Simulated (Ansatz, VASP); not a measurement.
## GaAs: VASP beside Ansatz

Aim: how closely do two programs agree when they are given the same cell, functional and k mesh? Other levels of theory on this material are compared in a session of their own.

Main program and level: Ansatz 0.2.0; plane waves, with VASP 6.6.1 beside it; band structure at PBE.

## (1) The starting structure

Symmetry: F-43m, No. 216, cubic system. Conventional cell: a = 5.654 Å, b = 5.654 Å, c = 5.654 Å, α = 90.00°, β = 90.00°, γ = 90.00°. Nearest to Ga lie 4 As at 2.45 Å. Nearest to As lie 4 Ga at 2.45 Å. Farther neighbours are not listed.

Structure file:

```
Ga As
1.0
     0.00000    2.82685    2.82685
     2.82685    0.00000    2.82685
     2.82685    2.82685    0.00000
Ga As
1 1
Direct
  0.00000 0.00000 0.00000
  0.25000 0.25000 0.25000
```

## (2) VASP: band structure, PBE

The same path points are solved in both programs, so levels can be compared one by one.

Lines of VASP's logs that name or quote its potential files are left out, and so is its time.

Input file INCAR:

```
SYSTEM = GaAs
PREC = Accurate
ENCUT = 400
EDIFF = 1E-06
NELM = 100
ISMEAR = 0
SIGMA = 0.02
LREAL = .FALSE.
ALGO = Normal
GGA = PE
NBANDS = 21
LORBIT = 11
LWAVE = .FALSE.
LCHARG = .FALSE.
KPAR = 4
```

Input file POSCAR:

```
GaAs
1.0
    0.0000000000      2.8268500000      2.8268500000
    2.8268500000      0.0000000000      2.8268500000
    2.8268500000      2.8268500000      0.0000000000
Ga As
1 1
Direct
    0.0000000000      0.0000000000      0.0000000000
    0.2500000000      0.2500000000      0.2500000000
```

Input file KPOINTS:

```
Automatic mesh
0
Gamma
4 4 4
0 0 0
```

Input file KPOINTS_OPT:

```
Line mode
16
Line-mode
Reciprocal
  0.00000000   0.00000000   0.00000000 GAMMA
  0.50000000   0.00000000   0.50000000 X

  0.50000000   0.00000000   0.50000000 X
  0.50000000   0.25000000   0.75000000 W

  0.50000000   0.25000000   0.75000000 W
  0.37500000   0.37500000   0.75000000 K

  0.37500000   0.37500000   0.75000000 K
  0.00000000   0.00000000   0.00000000 GAMMA

  0.00000000   0.00000000   0.00000000 GAMMA
  0.50000000   0.50000000   0.50000000 L

  0.50000000   0.50000000   0.50000000 L
  0.62500000   0.25000000   0.62500000 U

  0.62500000   0.25000000   0.62500000 U
  0.50000000   0.25000000   0.75000000 W

  0.50000000   0.25000000   0.75000000 W
  0.50000000   0.50000000   0.50000000 L

  0.50000000   0.50000000   0.50000000 L
  0.37500000   0.37500000   0.75000000 K

  0.62500000   0.25000000   0.62500000 U
  0.50000000   0.00000000   0.50000000 X
```

PAW data sets: Ga_d and As (PBE family, release 64).

Launch:

```bash
> mpirun -np 4 vasp_std
```

Numbers of over 12 decimals in the logs are rounded to 6 here.

The log of the run:

```text
[banner, memory and clock lines left out]
running    4 mpi-ranks, on    1 nodes
 distrk:  each k-point on    1 cores,    4 groups
 distr:  one band on    1 cores,    1 groups

 POSCAR found type information on POSCAR GaAs
 POSCAR found :  2 types and       2 ions
 LDA part: xc-table for (Slater+PW92), standard interpolation
 POSCAR, INCAR and KPOINTS ok, starting setup
 FFT: planning ... GRIDC
 FFT: planning ... GRID_SOFT
 FFT: planning ... GRID
 WAVECAR not read
 entering main loop
       N       E                     dE             d eps       ncg     rms          rms(c)
DAV:   1     0.101188729693E+03    0.10119E+03   -0.70982E+03   356   0.101E+03
DAV:   2     0.212633184383E+01   -0.99062E+02   -0.90603E+02   359   0.277E+02
DAV:   3    -0.807845798644E+01   -0.10205E+02   -0.10125E+02   376   0.645E+01
DAV:   4    -0.825515969038E+01   -0.17670E+00   -0.17663E+00   411   0.896E+00
DAV:   5    -0.825694768069E+01   -0.17880E-02   -0.17879E-02   361   0.888E-01    0.298E+00
DAV:   6    -0.808841735899E+01    0.16853E+00   -0.17347E-01   500   0.623E+00    0.180E+00
DAV:   7    -0.806611938310E+01    0.22298E-01   -0.64466E-02   407   0.147E+00    0.587E-01
DAV:   8    -0.806770032097E+01   -0.15809E-02   -0.11126E-02   371   0.929E-01    0.125E-01
DAV:   9    -0.806826076608E+01   -0.56045E-03   -0.10320E-03   391   0.307E-01    0.545E-02
DAV:  10    -0.806835677979E+01   -0.96014E-04   -0.76940E-05   410   0.719E-02    0.305E-02
DAV:  11    -0.806842484330E+01   -0.68064E-04   -0.78159E-05   366   0.536E-02    0.295E-03
DAV:  12    -0.806842508275E+01   -0.23945E-06   -0.15276E-06   404   0.107E-02
   1 F= -.80684251E+01 E0= -.80684251E+01  d E =-.190545E-47
 Start KPOINTS_OPT (optional k-point list driver)
k-point batch [1-8\160]
       N       E                     dE             ncg
DAV:   1     0.518554431590E+01   -0.76582E+03      351
DAV:   2    -0.781196251197E+03   -0.78638E+03      366
DAV:   3    -0.862215744194E+03   -0.81019E+02      366
DAV:   4    -0.863683893484E+03   -0.14681E+01      411
DAV:   5    -0.863698362161E+03   -0.14469E-01      405
DAV:   6    -0.863698681876E+03   -0.31971E-03      413
DAV:   7    -0.863698691143E+03   -0.92677E-05      385
DAV:   8    -0.863698691553E+03   -0.40983E-06      303
[...]
k-point batch [153-160\160]
       N       E                     dE             ncg
DAV:   1    -0.119538984533E+03   -0.48007E+04      372
DAV:   2    -0.897612636869E+03   -0.77807E+03      346
DAV:   3    -0.973555955493E+03   -0.75943E+02      436
DAV:   4    -0.974831238374E+03   -0.12753E+01      411
DAV:   5    -0.974843424386E+03   -0.12186E-01      382
DAV:   6    -0.974843847149E+03   -0.42276E-03      499
DAV:   7    -0.974843850299E+03   -0.31502E-05      381
DAV:   8    -0.974843850426E+03   -0.12742E-06      315
```

OUTCAR, selected parts (step 2):

```text
ion  position               nearest neighbor table
   1  0.000  0.000  0.000-   2 2.45   2 2.45   2 2.45   2 2.45
   2  0.250  0.250  0.250-   1 2.45   1 2.45   1 2.45   1 2.45

  LATTYP: Found a face centered cubic cell.
 ALAT       =     5.6537000000

 Subroutine GETGRP returns: Found 24 space group operations
 (whereof 24 operations were pure point group operations)

The static configuration has the point symmetry T_d .

 Found      8 irreducible k-points:

   k-points           NKPTS =      8   k-points in BZ     NKDIM =      8   number of bands    NBANDS=     21

   dimension x,y,z NGX =    28 NGY =   28 NGZ =   28
   dimension x,y,z NGXF=    56 NGYF=   56 NGZF=   56

   ENCUT  =  400.0 eV  29.40 Ry    5.42 a.u.   6.52  6.52  6.52*2*pi/ulx,y,z

   NELECT =      18.0000    total number of electrons

 k-points in reciprocal lattice and weights: Automatic mesh
   0.00000000  0.00000000  0.00000000       0.016
   0.25000000  0.00000000  0.00000000       0.125
   0.50000000  0.00000000  0.00000000       0.062
   0.25000000  0.25000000  0.00000000       0.094
   0.50000000  0.25000000  0.00000000       0.375
  -0.25000000  0.25000000  0.00000000       0.188
   0.50000000  0.50000000  0.00000000       0.047
  -0.25000000  0.50000000  0.25000000       0.094

 average (electrostatic) potential at core
       1 -66.4006       2 -50.2174

 E-fermi :   4.1844

 k-point     1 :       0.0000    0.0000    0.0000
  band No.  band energies     occupation
    ...
      5     -10.8056      2.00000
      6      -8.7488      2.00000
      7       3.9821      2.00000
      8       3.9821      2.00000
      9       3.9821      2.00000
     10       4.4876      0.00000
     11       7.6713      0.00000
     12       7.6713      0.00000
     13       7.6713      0.00000
     14      11.5588      0.00000
    ...

 k-point     2 :       0.2500    0.0000    0.0000
  band No.  band energies     occupation
    ...
      5     -10.8049      2.00000
      6      -8.0553      2.00000
      7      -0.1718      2.00000
      8       3.2980      2.00000
      9       3.2980      2.00000
     10       5.4088      0.00000
     11       8.5410      0.00000
     12       8.5410      0.00000
     13       9.9299      0.00000
     14      12.9271      0.00000
    ...

 k-point     3 :       0.5000    0.0000    0.0000
  band No.  band energies     occupation
    ...
      5     -10.8013      2.00000
      6      -6.9773      2.00000
      7      -2.6817      2.00000
      8       2.8324      2.00000
      9       2.8324      2.00000
     10       4.9581      0.00000
     11       8.5808      0.00000
     12       8.5808      0.00000
     13      11.7206      0.00000
     14      14.3922      0.00000
    ...

  Total        0.9946978      0.9946978      0.9946978      0.0000000      0.0000000     -0.0000000
  in kB       35.2747083     35.2747083     35.2747083      0.0000000      0.0000000     -0.0000000
  external PRESSURE =      35.2747083 kB  Pullay stress =       0.0000000 kB

  energy-cutoff  :      400.00
  volume of cell :       45.18
      direct lattice vectors                 reciprocal lattice vectors
     0.000000000  2.826850000  2.826850000    -0.176875321  0.176875321  0.176875321
     2.826850000  0.000000000  2.826850000     0.176875321 -0.176875321  0.176875321
     2.826850000  2.826850000  0.000000000     0.176875321  0.176875321 -0.176875321

 POSITION                                       TOTAL-FORCE (eV/Angst)
 -----------------------------------------------------------------------------------
      0.00000      0.00000      0.00000        -0.000000     -0.000000     -0.000000
      1.41342      1.41342      1.41342         0.000000      0.000000      0.000000
 -----------------------------------------------------------------------------------
    total drift:                                0.000003      0.000003      0.000003

  FREE ENERGIE OF THE ION-ELECTRON SYSTEM (eV)
  ---------------------------------------------------
  free  energy   TOTEN  =        -8.0684250828 eV

  energy  without entropy=       -8.0684250828  energy(sigma->0) =       -8.06842508

 total charge
# of ion       s       p       d       tot
------------------------------------------
    1        0.863   0.815   9.997  11.675
    2        1.194   1.629   0.030   2.853
--------------------------------------------------
tot          2.057   2.444  10.026  14.527

[... 3 further parts left out ...]
```

At this level the cell is under a pressure of 3.5 GPa, so at these settings it is away from equilibrium.

## (3) Ansatz: band structure, PBE

Ansatz runs on its default PAW (the set named soft_2) files.

The same cell, functional, mesh and smearing now go to Ansatz, which takes its cutoff from its data sets.

Input file input.yaml:

```yaml
crystal:
  lattice:
    - [0.0, 2.82685, 2.82685]
    - [2.82685, 0.0, 2.82685]
    - [2.82685, 2.82685, 0.0]
  atoms:
    - { symbol: Ga, position: [0.0, 0.0, 0.0] }
    - { symbol: As, position: [0.25, 0.25, 0.25] }
hamiltonian:
  xc: pbe
  pseudopotentials: { kind: paw }
kpoints:
  mp_grid: { grid: [4, 4, 4] }
  band_path:
    path:
      - [0.0, 0.0, 0.0]
      - [0.16667, 0.0, 0.16667]
      - [0.33333, 0.0, 0.33333]
      - [0.5, 0.0, 0.5]
      - [0.5, 0.08333, 0.58333]
      - [0.5, 0.18333, 0.68333]
      - [0.5, 0.25, 0.75]
      - [0.45, 0.3, 0.75]
      - [0.40833, 0.34167, 0.75]
      - [0.35, 0.35, 0.7]
      - [0.225, 0.225, 0.45]
      - [0.075, 0.075, 0.15]
      - [0.03333, 0.03333, 0.03333]
      - [0.23333, 0.23333, 0.23333]
      - [0.4, 0.4, 0.4]
      - [0.51667, 0.46667, 0.51667]
      - [0.55833, 0.38333, 0.55833]
      - [0.60833, 0.28333, 0.60833]
      - [0.60833, 0.25, 0.64167]
      - [0.55833, 0.25, 0.69167]
      - [0.51667, 0.25, 0.73333]
      - [0.5, 0.3, 0.7]
      - [0.5, 0.38333, 0.61667]
      - [0.5, 0.48333, 0.51667]
      - [0.475, 0.475, 0.55]
      - [0.425, 0.425, 0.65]
      - [0.38333, 0.38333, 0.73333]
      - [0.59167, 0.18333, 0.59167]
      - [0.55, 0.1, 0.55]
      - [0.5, 0.0, 0.5]
    npoints: 1
scf:
  occupations: { method: gaussian, width: 0.02 }
  n_extra_bands: 7
output:
  forces: true
  stress: true
  eigenvalues: true
```

Launch:

```bash
> ansatz run input.yaml --threads 2 --pin off --max-ram 4608MiB --backend cpu --events-out ev --progress --plain --runs-dir out
```

The log of the run:

```text
scf.n_extra_bands = 7 over 14 filled bands (N_el = 28.0): the run solves 21 bands
Engine: ansatz 0.2.0, aarch64-unknown-linux-gnu
Pseudopotentials: kind: paw
Pseudopotential: Ga, paw, valence charge 13, recommended cutoff 420 eV (normal), Ga.paw.azcp
Pseudopotential: As, paw, valence charge 15, recommended cutoff 420 eV (normal), As.paw.azcp
Functional definition: PBE
  parameter kappa = 0.804
  parameter beta = 0.066725
  exchange = pbe_x(kappa = kappa, mu = beta*pi^2/3)
  correlation = pbe_c(beta = beta)
Crystal: 2 atoms, lattice volume = 45.179 Å³
Basis set: ecut = 420 eV, 893 PW (Γ), exchange–correlation on 54×54×54 points (8 copies of the dense FFT grid, shifted against one another)
Bands: 21, of which v1, the nominal top of the filled ones, is band 14 counted from 1 (13 counted from 0)
Symmetry: 24 space group operations
Space group: F-43m (ITA 216), of the structure as read, at distance tolerance 3.6e-5 Å
k-points: 8 of 64 (time reversal used)
Non-local potential: Ga, projectors of the file, l = 0: 2, l = 1: 2, l = 2: 3, l = 3: 1
Non-local potential: As, projectors of the file, l = 0: 2, l = 1: 2, l = 2: 3, l = 3: 1
PAW form: soft (Blöchl's): semilocal exchange-correlation on the pseudo side does not see the compensation charge
PAW one-centre angular grid: Ga, 590 points (default); XC on 64 Gauss nodes
PAW one-centre angular grid: As, 590 points (default); XC on 64 Gauss nodes
Initial density: superposition of atomic densities (neutral atoms: chi_scale 0, normalization atom), corrected by the library's trained network
Initial wavefunctions: pseudopotential atomic-orbital guess
Functional: x = pbe(κ = 0.804, μ = 0.219515), c = pbe(β = 0.066725)
SCF iter   1: F=—  HF=-8639.661082 eV  |F-HF|=—  |Δ(HF+E_count)|=         —  Δρ=1.87e-3  dr2=6.69e-4  ethr=1.77e-3  ⟨swp⟩=6.1  Hψ=789  notcnv=0
preconditioner: auto → none  [insulator: Δε(μ)=0.507 eV  Ē_g=18.045 eV  σ=0.020 eV  W_gap=1.00  n_scr=14 (ndim 8)  ℏωp=23.4 eV  f_vac=0.086  D(μ)=0.00/eV (n_scr^D=0)  ε∞_Penn≈2.7]
SCF iter   2: F=—  HF=-8639.660727 eV  |F-HF|=—  |Δ(HF+E_count)|=   3.55e-4  Δρ=6.57e-4  dr2=1.31e-4  ethr=2.39e-6  ⟨swp⟩=2.0  Hψ=354  notcnv=0  defer=15
SCF iter   3: F=—  HF=-8639.660650 eV  |F-HF|=—  |Δ(HF+E_count)|=   7.70e-5  Δρ=3.76e-4  dr2=2.93e-5  ethr=4.66e-7  ⟨swp⟩=2.1  Hψ=258  notcnv=0  defer=15
SCF iter   4: F=—  HF=-8639.660677 eV  |F-HF|=—  |Δ(HF+E_count)|=   2.70e-5  Δρ=1.20e-4  dr2=3.86e-6  ethr=1.04e-7  ⟨swp⟩=2.1  Hψ=248  notcnv=0  defer=15
SCF iter   5: F=—  HF=-8639.660678 eV  |F-HF|=—  |Δ(HF+E_count)|=   1.11e-6  Δρ=5.49e-5  dr2=6.40e-7  ethr=1.38e-8  ⟨swp⟩=2.0  Hψ=258  notcnv=0  defer=15
SCF iter   6: F=-8639.660678 eV  HF=-8639.660678 eV  |F-HF|=1.86e-9  |Δ(HF+E_count)|=   2.61e-7  Δρ=1.18e-5  dr2=2.73e-8  ethr=3.57e-10  ⟨swp⟩=6.1  Hψ=775  notcnv=0
SCF 1 converged in 6 iterations: F = -8639.660678 eV  dr2 = 2.73e-8
  greatest PAW one-centre occupation: 0.999 electrons in one spin orbital (limit 2), on the As atom at site 1 (counted from 0), in its partial waves of l = 2
NSCF: frozen V_eff on 30 k-points
SCF converged after 6 iterations
Free energy (F): -8639.660678 eV
Harris-Foulkes:  -8639.660678 eV  (|F-HF|=1.86e-9)
Internal energy: -8639.660678 eV  (E = F + TS)
E sigma→0 (E₀):  -8639.660678 eV
Fermi energy:    8.483641 eV
--- Per-component energies (eV) ---
  E_band       = -310.539980
  E_kinetic    = 219.927569
  E_local      = -3917.390427  (includes V_loc(G=0)·N_el)
  E_nonlocal   = -245.304766
  E_hartree    = 1975.237512
  E_xc         = -148.388378
  E_vxc        = -137.433207  (∫ρ·V_xc dr)
  E_paw        = -3825.014262  (= ΣΔE_a)
  E_vpaw       = -180.805094  (= ΣTr[D̂ρ^β])
  E_aug_tail   = -0.000138  (compensation charges beyond the density's cutoff)
  E_ewald      = -2698.727786
  E_smearing   = -0.000000  (= −TS)
  E_closure    = -0.000000  (closes the sum)
  Σ components = -8639.660678   (vs F -8639.660678, Δ=0.00e0)
--- Forces (eV/Å), atoms counted from 1 ---
  atom   1  Ga     0.00000000    -0.00000000     0.00000000
  atom   2  As    -0.00000000     0.00000000     0.00000000
  max |Σ_I F_I| component: 2.57e-16 eV/Å
--- Stress (GPa, compression-positive) ---
        3.536052       0.000000      -0.000000
        0.000000       3.536052       0.000000
       -0.000000       0.000000       3.536052
  P = ⅓ Tr σ = 3.5361 GPa (35.361 kbar)
--- Band table (eV; the first three rows and the last of 8) ---
  k-point 0: bands = [... 10 lower, -4.4993, 8.2309, 8.2309, 8.2309, 8.7355, 11.9362, 11.9362, 11.9362, ... 3 higher]
  k-point 1: bands = [... 10 lower, -3.8060, 4.0824, 7.5488, 7.5488, 9.6646, 12.8053, 12.8053, 14.1818, ... 3 higher]
  k-point 2: bands = [... 10 lower, -2.7301, 1.5769, 7.0838, 7.0838, 9.2147, 12.8455, 12.8455, 15.9767, ... 3 higher]
  k-point 7: bands = [... 10 lower, -1.9284, 1.5788, 4.6875, 4.8765, 12.8404, 12.9426, 13.6168, 14.2623, ... 3 higher]
```

Wall time 0.99 s (2 threads of Arm Neoverse V2, shared host); peak memory 0.29 GiB; 1.8 s of CPU time.

## (4) Side by side

Known differences besides the potentials themselves: the data sets hold 28 valence electrons in Ansatz (default PAW (the set named soft_2) files) and 18 in VASP; the cutoff is 420 eV in Ansatz and 400 eV in VASP; VASP leaves aspherical gradient terms in its spheres out (LASPH is not set), Ansatz keeps them. Total energies have different zeros and are not compared.

Compared:

```csv
quantity,Ansatz,VASP,difference
pressure (GPa),3.54,3.53,+0.01
gap over the path points (eV),0.505,0.506,-0.001
```

Levels at points of the path, from each program's valence-band top (eV; 3 filled, then empty):

```csv
k (reciprocal lattice),Ansatz,VASP
0.000 0.000 0.000,0.00 0.00 0.00 0.51 3.71 3.71,0.00 0.00 0.00 0.51 3.69 3.69
0.167 0.000 0.167,-2.72 -1.02 -1.02 2.50 3.11 5.26,-2.72 -1.02 -1.02 2.48 3.10 5.25
0.333 0.000 0.333,-5.37 -2.23 -2.23 1.56 2.63 8.01,-5.38 -2.24 -2.24 1.54 2.62 8.00
0.500 0.000 0.500,-6.84 -2.69 -2.69 1.45 1.64 10.15,-6.85 -2.69 -2.69 1.43 1.63 10.14
0.500 0.083 0.583,-6.79 -2.93 -2.88 1.97 2.17 9.10,-6.81 -2.94 -2.89 1.96 2.16 9.09
0.500 0.183 0.683,-6.69 -3.42 -3.26 3.58 3.74 6.69,-6.70 -3.43 -3.27 3.57 3.73 6.68
0.500 0.250 0.750,-6.65 -3.54 -3.35 4.61 4.71 5.39,-6.67 -3.55 -3.36 4.60 4.71 5.37
0.450 0.300 0.750,-6.65 -3.72 -2.94 3.29 4.71 6.31,-6.66 -3.73 -2.95 3.28 4.71 6.30
0.408 0.342 0.750,-6.65 -3.84 -2.45 2.26 4.65 7.37,-6.66 -3.85 -2.45 2.25 4.64 7.36
0.350 0.350 0.700,-6.56 -3.97 -2.09 2.11 5.46 7.50,-6.57 -3.98 -2.10 2.10 5.46 7.48
```

Among the levels compared at these points, filled levels agree within 13 meV and empty ones within 18 meV. Ansatz's pressure holds a Pulay correction of 0.03 GPa; VASP's holds none.

## (5) Results

| Property | Result |
| --- | --- |
| difference in gap over the path points (band structure, PBE) | -0.0010 eV |

The difference in gap over the path points is -0.0010 eV (band structure, PBE), within the 0.08 eV picked in this series as the mark of a large difference. 3 further runs of this series are not shown here. Such differences can come from data sets, numerical settings and the points named under the comparisons, not from the functional's error against experiment.

[Lines on the potential files, build, host, timing and source positions are cut from VASP's logs without a mark.]

[Logs are printed without paths, hosts, clocks, repeated set-up lines and the standing remarks that a program may print on its own settings, such as how far it seeks lower states.]

[Hosts, paths, dates, database ids (printed as entryN), source tags and the programs' standing remarks are cut or masked in the printed files.]
